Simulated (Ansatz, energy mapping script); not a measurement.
**MnS (Browneite): exchange couplings from total energies**

Aim: the exchange couplings of MnS (Browneite) from the energies of a few collinear orders, and the ordering temperature that they give.

Method: PBE with U = 4 eV on Mn d, ortho-atomic projectors; plane waves, U on orthogonalised atomic orbitals unless named otherwise, collinear spin, no spin–orbit coupling, in Ansatz 0.2.0.

## (1) The structure

It takes space group F-43m (No. 216, cubic). Conventional cell: a = 5.600 Å, b = 5.600 Å, c = 5.600 Å, α = 90.00°, β = 90.00°, γ = 90.00°. Nearest to Mn lie 4 S at 2.42 Å. Nearest to S lie 4 Mn at 2.42 Å. Farther neighbours and most contacts between anions are not listed.

A Hubbard U penalises fractional filling of the shell. It raises the cost of virtual hops to the neighbours, so couplings that rest on such hops usually weaken.

## (2) Which atoms carry moments

One run in the crystal's own cell, under PBE with U = 3.8 eV on Mn d, ortho-atomic projectors, shows which elements keep a moment. Transition or f elements with 0.3 μB or more enter the spin model; moments induced on other atoms do not.

Contents of input.yaml:

```yaml
crystal:
  lattice:
    - [0.0, 2.8, 2.8]
    - [2.8, 0.0, 2.8]
    - [2.8, 2.8, 0.0]
  atoms:
    - { symbol: Mn, position: [0.0, 0.0, 0.0], spin: 4.5 }
    - { symbol: S, position: [0.25, 0.25, 0.25] }
magnetization:
  spin_polarized: true
kpoints:
  mp_grid: { grid: [8, 8, 8] }
hamiltonian:
  xc: pbe
  hubbard:
    sites: [{ species: Mn, l: d, u_eff: 3.8 }]
    projectors: ortho-atomic
scf:
  occupations: { method: fermi_dirac, width: 0.05 }
output:
  eigenvalues: true
```

Command:

```
> ansatz run input.yaml --threads 4 --pin off --max-ram 8192MiB --backend cpu --events-out ev --progress --plain --runs-dir out
```

Numbers of over 12 decimals in the logs are rounded to 6 here.

Log:

```text
Engine: ansatz 0.2.0, aarch64-unknown-linux-gnu
Pseudopotentials: kind: paw
Pseudopotential: Mn, paw, valence charge 15, recommended cutoff 420 eV (normal), Mn.paw.azcp
Pseudopotential: S, paw, valence charge 6, recommended cutoff 420 eV (normal), S.paw.azcp
Functional definition: PBE
  parameter kappa = 0.804
  parameter beta = 0.066725
  exchange = pbe_x(kappa = kappa, mu = beta*pi^2/3)
  correlation = pbe_c(beta = beta)
Crystal: 2 atoms, lattice volume = 43.904 Å³
Basis set: ecut = 420 eV, 869 PW (Γ)
Bands: 17, of which v1, the nominal top of the filled ones, is band 11 counted from 1 (10 counted from 0)
Symmetry: 24 space group operations
Space group: F-43m (ITA 216), of the structure as read, at distance tolerance 3.5e-5 Å
Magnetic group: BNS 216.74 (UNI 1576), of the structure as read, at distance tolerance 3.5e-5 Å
k-points: 29 of 512 (time reversal used)
Non-local potential: Mn, projectors of the file, l = 0: 3, l = 1: 2, l = 2: 3, l = 3: 1
Non-local potential: S, projectors of the file, l = 0: 2, l = 1: 2, l = 2: 2
PAW form: soft (Blöchl's): semilocal exchange-correlation on the pseudo side does not see the compensation charge
PAW one-centre angular grid: Mn, 590 points (default); XC on 64 Gauss nodes
PAW one-centre angular grid: S, 110 points (default); XC on 64 Gauss nodes
Initial density: superposition of atomic densities (chi_scale 0.1, normalization cell, long waves kept (reshape's long-wave potential 0.00 eV rms))
Starting moments: Σ|m| = 4.5 μB on 1 of 2 sites
Initial wavefunctions: pseudopotential atomic-orbital guess
Functional: x = pbe(κ = 0.804, μ = 0.219515), c = pbe(β = 0.066725)
SCF iter   1: F=—  HF=-4801.238726 eV  |F-HF|=—  |Δ(HF+E_count)|=         —  Δρ=5.52e-2 (↑5.52e-2 ↓2.70e-2)  dr2=2.13e0  dr2_m=2.01e-1  M=5.000 μB ∫|m|=5.000 μB  β_m=1.00  ethr=3.10e-3  ⟨swp⟩=4.7  Hψ=4703  notcnv=0
preconditioner: auto → none  [insulator: Δε(μ)=0.767 eV  Ē_g=10.432 eV  σ=0.050 eV  W_gap=1.00  n_scr=14 (ndim 8)  ℏωp=20.2 eV  f_vac=0.000  D(μ)=0.00/eV (n_scr^D=0)  ε∞_Penn≈4.8]
SCF iter   2: F=—  HF=-4800.949117 eV  |F-HF|=—  |Δ(HF+E_count)|=   2.90e-1  Δρ=1.10e-2 (↑9.80e-3 ↓1.10e-2)  dr2=1.82e-1  dr2_m=8.14e-3  M=5.000 μB ∫|m|=5.000 μB  β_m=1.00  ethr=3.10e-3  ⟨swp⟩=3.0  Hψ=2439  notcnv=0  defer=58
SCF iter   3: F=—  HF=-4801.050362 eV  |F-HF|=—  |Δ(HF+E_count)|=   1.01e-1  Δρ=5.99e-3 (↑5.99e-3 ↓5.54e-3)  dr2=4.83e-2  dr2_m=7.04e-4  M=5.000 μB ∫|m|=5.000 μB  β_m=1.00  ethr=8.68e-4  ⟨swp⟩=2.5  Hψ=1593  notcnv=0  defer=58
SCF iter   4: F=—  HF=-4801.104271 eV  |F-HF|=—  |Δ(HF+E_count)|=   5.39e-2  Δρ=2.58e-3 (↑2.58e-3 ↓2.07e-3)  dr2=5.47e-3  dr2_m=1.25e-4  M=5.000 μB ∫|m|=5.000 μB  β_m=0.30  ethr=2.30e-4  ⟨swp⟩=2.3  Hψ=1522  notcnv=0  defer=58
Mixer restart at iter 4: flushing history
spin-set hold released at iteration 4 (site moments contracting): the magnetisation degrees of freedom join the quasi-Newton model from the next iteration; the mixer history was flushed
SCF iter   5: F=—  HF=-4801.128804 eV  |F-HF|=—  |Δ(HF+E_count)|=   2.45e-2  Δρ=1.72e-3 (↑1.72e-3 ↓1.36e-3)  dr2=2.27e-3  dr2_m=7.58e-5  M=5.000 μB ∫|m|=5.000 μB  β_m=0.64  ethr=2.60e-5  ⟨swp⟩=1.5  Hψ=1080  notcnv=0  defer=58
SCF iter   6: F=—  HF=-4801.153492 eV  |F-HF|=—  |Δ(HF+E_count)|=   2.47e-2  Δρ=6.35e-4 (↑6.35e-4 ↓4.53e-4)  dr2=6.46e-4  dr2_m=5.90e-6  M=5.000 μB ∫|m|=5.000 μB  β_m=0.54  ethr=1.08e-5  ⟨swp⟩=2.0  Hψ=1820  notcnv=0  defer=58
SCF iter   7: F=—  HF=-4801.153302 eV  |F-HF|=—  |Δ(HF+E_count)|=   1.90e-4  Δρ=2.44e-4 (↑2.44e-4 ↓1.36e-4)  dr2=3.76e-5  dr2_m=5.87e-6  M=5.000 μB ∫|m|=5.000 μB  β_m=0.48  ethr=3.08e-6  ⟨swp⟩=2.3  Hψ=1491  notcnv=0  defer=58
SCF iter   8: F=—  HF=-4801.153296 eV  |F-HF|=—  |Δ(HF+E_count)|=   6.28e-6  Δρ=6.76e-5 (↑6.76e-5 ↓6.10e-5)  dr2=1.16e-6  dr2_m=1.29e-6  M=5.000 μB ∫|m|=5.000 μB  β_m=0.66  ethr=1.79e-7  ⟨swp⟩=2.0  Hψ=1408  notcnv=0  defer=58
SCF iter   9: F=—  HF=-4801.153298 eV  |F-HF|=—  |Δ(HF+E_count)|=   2.09e-6  Δρ=2.72e-5 (↑2.72e-5 ↓1.33e-5)  dr2=1.66e-7  dr2_m=1.19e-7  M=5.000 μB ∫|m|=5.000 μB  β_m=0.71  ethr=5.51e-9  ⟨swp⟩=2.2  Hψ=1391  notcnv=0  defer=58
SCF iter  10: F=-4801.153298 eV  HF=-4801.153298 eV  |F-HF|=8.53e-9  |Δ(HF+E_count)|=   1.32e-7  Δρ=4.08e-6 (↑4.08e-6 ↓3.87e-6)  dr2=1.22e-9  dr2_m=6.01e-9  M=5.000 μB ∫|m|=5.000 μB  ethr=4.76e-10  ⟨swp⟩=6.3  Hψ=3871  notcnv=0
SCF 1 converged in 10 iterations: F = -4801.153298 eV  dr2 = 1.22e-9
[...]
SCF converged after 10 iterations
Magnetization: 5.0000 μB (13.0000 up, 8.0000 down)
Absolute magnetization: 5.0000 μB (∫|ρ↑−ρ↓|, with the PAW one-centre terms)
Spin contamination: 0.0134 ħ² per cell (⟨S²⟩ above its minimum at these occupations)
Per-site moments (μB) at R_I (Å): [(4.346862, 1.000259), (0.053457, 1.000259)]
Free energy (F): -4801.153298 eV
Harris-Foulkes:  -4801.153298 eV  (|F-HF|=8.53e-9)
Internal energy: -4801.153298 eV  (E = F + TS)
E sigma→0 (E₀):  -4801.153298 eV
Entropy (-TS):   -0.000000 eV (-0.000 meV/atom)
Fermi energy:    7.853167 eV
--- Per-component energies (eV) ---
  E_band       = -368.316954
  E_kinetic    = 404.742456
  E_local      = -2793.227157  (includes V_loc(G=0)·N_el)
  E_nonlocal   = 280.439471
  E_hartree    = 1144.794574
  E_xc         = -208.174659
  E_vxc        = -229.344224  (∫ρ·V_xc dr)
  E_hubbard    = 0.568097  (on-site DFT+U / exact-exchange correction)
  E_vhub       = -8.863180  (the Hubbard potential's part of the band-sum identity)
  E_paw        = -1906.198908  (= ΣΔE_a)
  E_vpaw       = -311.654681  (= ΣTr[D̂ρ^β])
  E_aug_tail   = -0.000008  (compensation charges beyond the density's cutoff)
  E_ewald      = -1724.097164
  E_smearing   = -0.000000  (= −TS)
  E_closure    = 0.000000  (closes the sum)
  Σ components = -4801.153298   (vs F -4801.153298, Δ=0.00e0)
--- Band table (eV; the first three rows and the last of 58) ---
  k-point 0 ↑: bands = [... 7 lower, 1.0688, 2.1050, 2.1050, 7.2322, 7.2322, 7.2322, 8.4693, 13.2790, ... 2 higher]
  k-point 1 ↑: bands = [... 7 lower, 1.1108, 2.0990, 2.0990, 6.2740, 7.0746, 7.0746, 9.2558, 13.1407, ... 2 higher]
  k-point 2 ↑: bands = [... 7 lower, 1.2007, 2.1087, 2.1087, 4.8065, 6.7127, 6.7127, 10.0954, 13.2529, ... 2 higher]
  k-point 28 ↓: bands = [... 7 lower, 4.1110, 8.7578, 9.5297, 10.2518, 10.3303, 10.8617, 13.6191, 14.7205, ... 2 higher]
Occupation matrices written to <dir>
```

Run time: 1.2 s. Hardware: 4 threads of Arm Neoverse V2, shared host; peak memory 0.32 GiB; 4.1 s of CPU time.

Spin moment in the sphere by atom:

```
atom  spin moment in the sphere (μB)
 Mn1                            4.35
  S2                            0.05
```

The run ends ferromagnetic; Mn carries the moments.

## (3) One set of occupation matrices for all orders

A corrected shell can settle in several orbital fillings. One parallel run, with an occupation width a fifth wider than the orders use, therefore is to supply the occupation matrices. All orders start from them.

input.yaml, the sections that differ from step 2:

```yaml
kpoints:
  mp_grid: { grid: [7, 7, 7] }
hamiltonian:
  xc: pbe
  hubbard:
    sites: [{ species: Mn, l: d, u_eff: 4.0 }]
    projectors: ortho-atomic
scf:
  occupations: { method: fermi_dirac, width: 0.06 }
# crystal, magnetization, output: as in step 2
```

Log:

```text
[...]
Crystal: 2 atoms, lattice volume = 43.904 Å³
Basis set: ecut = 420 eV, 869 PW (Γ)
Bands: 17, of which v1, the nominal top of the filled ones, is band 11 counted from 1 (10 counted from 0)
Symmetry: 24 space group operations
[...]
k-points: 20 of 343 (time reversal used)
[...]
Starting moments: Σ|m| = 4.5 μB on 1 of 2 sites
[...]
SCF iter   1: F=—  HF=-4801.195047 eV  |F-HF|=—  |Δ(HF+E_count)|=         —  Δρ=5.52e-2 (↑5.52e-2 ↓2.64e-2)  dr2=2.07e0  dr2_m=2.09e-1  M=5.000 μB ∫|m|=5.000 μB  β_m=1.00  ethr=3.10e-3  ⟨swp⟩=4.6  Hψ=3254  notcnv=0
[...]
SCF iter  10: F=-4801.123420 eV  HF=-4801.123420 eV  |F-HF|=8.35e-9  |Δ(HF+E_count)|=   1.66e-7  Δρ=3.95e-6 (↑3.95e-6 ↓3.82e-6)  dr2=1.16e-9  dr2_m=5.75e-9  M=5.000 μB ∫|m|=5.000 μB  ethr=4.76e-10  ⟨swp⟩=6.3  Hψ=2674  notcnv=0
SCF 1 converged in 10 iterations: F = -4801.123420 eV  dr2 = 1.16e-9
[...]
SCF converged after 10 iterations
Magnetization: 5.0000 μB (13.0000 up, 8.0000 down)
Absolute magnetization: 5.0000 μB (∫|ρ↑−ρ↓|)
[...]
Per-site moments (μB) at R_I (Å): [(4.352886, 1.000259), (0.049856, 1.000259)]
Free energy (F): -4801.123420 eV
[...]
Internal energy: -4801.123420 eV  (E = F + TS)
E sigma→0 (E₀):  -4801.123420 eV
Entropy (-TS):   -0.000000 eV (-0.000 meV/atom)
Fermi energy:    7.863168 eV
[...]
--- Band table (eV; the first three rows and the last of 40) ---
  k-point 0 ↑: bands = [... 7 lower, 0.9787, 1.9917, 1.9917, 7.2154, 7.2154, 7.2154, 8.4715, 13.2794, ... 2 higher]
  k-point 1 ↑: bands = [... 7 lower, 1.0320, 1.9851, 1.9851, 6.0504, 7.0138, 7.0138, 9.4032, 13.1225, ... 2 higher]
  k-point 2 ↑: bands = [... 7 lower, 1.1332, 2.0075, 2.0075, 4.3488, 6.5856, 6.5856, 10.2313, 13.4173, ... 2 higher]
  k-point 19 ↓: bands = [... 7 lower, 4.2698, 8.8940, 9.6466, 10.2049, 10.5232, 10.9089, 13.4361, 14.3959, ... 2 higher]
Occupation matrices written to <dir>
```

Wall time 1.1 s (4 threads); peak memory 0.3 GiB; 3 s of CPU time.

Numbers from this step:

```yaml
final_state: ferromagnetic
electrons_in_the_corrected_shells: 5.257 e
largest_moment: 4.353 μB
```

## (4) Run 1 (parallel; cell A, 4 atoms)

Each cell gets its own parallel run on the same mesh, so that most of the mesh error cancels in the differences.

Contents of input.yaml:

```yaml
crystal:
  lattice:
    - [0.0, -2.8, -2.8]
    - [0.0, 2.8, -2.8]
    - [5.6, 0.0, 0.0]
  atoms:
    - { symbol: Mn, position: [0.5, 0.5, 0.5], spin: 4.5 }
    - { symbol: Mn, position: [0.0, 0.0, 0.0], spin: 4.5 }
    - { symbol: S, position: [0.0, 0.5, 0.75] }
    - { symbol: S, position: [0.5, 0.0, 0.25] }
magnetization:
  spin_polarized: true
kpoints:
  mp_grid: { grid: [6, 6, 4] }
hamiltonian:
  xc: pbe
  hubbard:
    sites:
      - { species: Mn, l: d, u_eff: 4.0 }
      - { site: 0, l: d, u_eff: 4.0, starting_ns: [{ spin: up, occupation_matrix: mn1_major }, { spin: down, occupation_matrix: mn1_minor }] }
      - { site: 1, l: d, u_eff: 4.0, starting_ns: [{ spin: up, occupation_matrix: mn1_major }, { spin: down, occupation_matrix: mn1_minor }] }
    projectors: ortho-atomic
    occupation_matrices:
      mn1_major:
        matrix:
          - [0.996, 0.0, 0.0, 0.0, 0.0]
          - [0.0, 0.993, 0.0, 0.0, 0.0]
          - [0.0, 0.0, 0.993, 0.0, 0.0]
          - [0.0, 0.0, 0.0, 0.996, 0.0]
          - [0.0, 0.0, 0.0, 0.0, 0.993]
      mn1_minor:
        matrix:
          - [0.025, 0.0, 0.0, 0.0, 0.0]
          - [0.0, 0.078, 0.0, 0.0, 0.0]
          - [0.0, 0.0, 0.078, 0.0, 0.0]
          - [0.0, 0.0, 0.0, 0.025, 0.0]
          - [0.0, 0.0, 0.0, 0.0, 0.078]
scf:
  occupations: { method: fermi_dirac, width: 0.05 }
output:
  eigenvalues: true
  write_density: true
  write_potential: true
  elf: true
  volumetric_format: npy
```

Log:

```text
[...]
Crystal: 4 atoms, lattice volume = 87.808 Å³
Basis set: ecut = 420 eV, 1715 PW (Γ)
Bands: 31, of which v1, the nominal top of the filled ones, is band 21 counted from 1 (20 counted from 0)
Symmetry: 16 space group operations
[...]
k-points: 30 of 144 (time reversal used)
[...]
Starting moments: Σ|m| = 9 μB on 2 of 4 sites
[...]
SCF iter   1: F=—  HF=-9602.472139 eV  |F-HF|=—  |Δ(HF+E_count)|=         —  Δρ=5.52e-2 (↑5.52e-2 ↓2.70e-2)  dr2=4.26e0  dr2_m=4.04e-1  M=10.000 μB ∫|m|=10.000 μB  β_m=1.00  ethr=3.10e-3  ⟨swp⟩=5.8  Hψ=7238  notcnv=0
[...]
spin=Collinear: Resta preconditioning applied to the charge; magnetization (m = ρ↑ − ρ↓) channel mixes plain (no charge-response kernel on spin).
SCF iter   2: F=—  HF=-9602.047754 eV  |F-HF|=—  |Δ(HF+E_count)|=   4.24e-1  Δρ=1.91e-2 (↑1.91e-2 ↓1.31e-2)  dr2=9.59e-1  dr2_m=2.61e-2  M=10.000 μB ∫|m|=10.000 μB  β_m=1.00  ethr=3.10e-3  ⟨swp⟩=2.6  Hψ=3981  notcnv=0  defer=138
[...]
SCF iter  12: F=-9602.246752 eV  HF=-9602.246752 eV  |F-HF|=1.67e-7  |Δ(HF+E_count)|=   2.62e-6  Δρ=3.85e-6 (↑3.85e-6 ↓3.76e-6)  dr2=7.66e-8  dr2_m=6.91e-10  M=10.000 μB ∫|m|=10.000 μB  ethr=2.38e-10  ⟨swp⟩=6.4  Hψ=7403  notcnv=0
SCF 1 converged in 12 iterations: F = -9602.246752 eV  dr2 = 7.66e-8
[...]
SCF converged after 12 iterations
Magnetization: 10.0000 μB (26.0000 up, 16.0000 down)
Absolute magnetization: 10.0000 μB (∫|ρ↑−ρ↓|, with the PAW one-centre terms)
[...]
Per-site moments (μB) at R_I (Å): [(4.352894, 1.000259), (4.352894, 1.000259), (0.049852, 1.000259), (0.049852, 1.000259)]
Free energy (F): -9602.246752 eV
[...]
Internal energy: -9602.246752 eV  (E = F + TS)
E sigma→0 (E₀):  -9602.246752 eV
Entropy (-TS):   -0.000000 eV (-0.000 meV/atom)
Fermi energy:    7.861914 eV
[...]
--- Specified on-site occupations, and those of the state reported ---
  electrons in the specified blocks: 10.5100 specified, 10.5149 found
  site 1 (l=d) ↑: largest change of an orbital's occupation 0.0004; electrons 4.9710 specified, 4.9722 found; spectral distance 0.0006
[...]
site 0 (l=d) ↓: largest change of an orbital's occupation 0.0003; electrons 0.2840 specified, 0.2852 found; spectral distance 0.0005
[...]
--- Band table (eV; the first three rows and the last of 60) ---
  k-point 0 ↑: bands = [... 17 lower, 1.9916, 2.1861, 2.2078, 3.4036, 4.6742, 4.6742, 7.2153, 7.2153, ... 6 higher]
  k-point 1 ↑: bands = [... 17 lower, 1.9638, 2.0197, 2.1572, 4.0735, 5.0447, 5.0447, 6.3486, 6.7986, ... 6 higher]
  k-point 2 ↑: bands = [... 17 lower, 1.8653, 2.0880, 2.0880, 5.2068, 5.2068, 5.8995, 5.8995, 5.8995, ... 6 higher]
  k-point 29 ↓: bands = [... 17 lower, 8.8256, 9.6090, 9.6090, 10.3352, 10.3352, 10.4063, 10.4063, 10.9391, ... 6 higher]
Occupation matrices written to <dir>
```

Run time: 5.1 s. Hardware: 4 threads; peak memory 0.42 GiB.

Spin moment in the sphere by atom:

```
atom  spin moment in the sphere (μB)
 Mn1                            4.35
 Mn2                            4.35
  S3                            0.05
  S4                            0.05
```

The run ends ferromagnetic.

Spin density in the ac plane of the conventional cell at fractional y = 0.000, with atoms of Mn within 0.2 Å of it.

Ten even steps from '_' (0.0 e/Å³) to '@' (7.5 e/Å³), each cell a mean:
```
##::________________________..++
..____________________________..
________________________________
________________________________
________________________________
________________________________
______________::--..____________
____________..##@@--____________
____________..++##::____________
______________....______________
________________________________
________________________________
________________________________
________________________________
--..__________________________::
@@--________________________..##
```
Columns run along a (5.6 Å), rows up along c (5.6 Å), edges of the conventional cell, whose origin can differ from the input's. Atoms in or near the plane, at fractional coordinates: Mn at (0.50, 0.50), Mn at (0.00, 0.00).

ELF in the ac plane of the conventional cell at fractional y = 0.000, with atoms of Mn within 0.2 Å of it. It is the smooth field of the valence electrons, not physical close to the nuclei.

Ten even steps from '_' (0.01) to '@' (0.86), each cell a mean:
```
@@**--....____________......++%%
++--::::--::..______..::::..::++
::..::==++==::____..--====--....
..::--++**++--....::==++**==::..
__..--++++==::......--++++==::..
__..::----::::----::::--==--..__
____....::..==####++::..::..____
________..::++@@@@##--....______
______......++%%@@**--....______
____..::::..::++++--::::--::..__
__..--====--....::..::==++==::__
..::==++**==::....::--++**++--..
....--++++==::..__..--++++==::..
--::::--==--..____..::----::::--
##++::..::..________....::..==##
@@##--....______________..::++@@
```
Columns run along a (5.6 Å), rows up along c (5.6 Å), edges of the conventional cell, whose origin can differ from the input's. Atoms in or near the plane, at fractional coordinates: Mn at (0.50, 0.50), Mn at (0.00, 0.00).

[end of part 1 of 2]

[Logs and program files are shortened in this print: banners, set-up blocks, solver, clock and traceback lines can be left out without a mark of their own.]

[Logs are printed without paths, hosts, clocks, repeated set-up lines and the standing remarks that a program may print on its own settings, such as how far it seeks lower states.]

[Hosts, paths, dates, database ids (printed as entryN), source tags and the programs' standing remarks are cut or masked in the printed files.]

[Where a cell is said to come from a database of computed structures, the database is the Materials Project.]
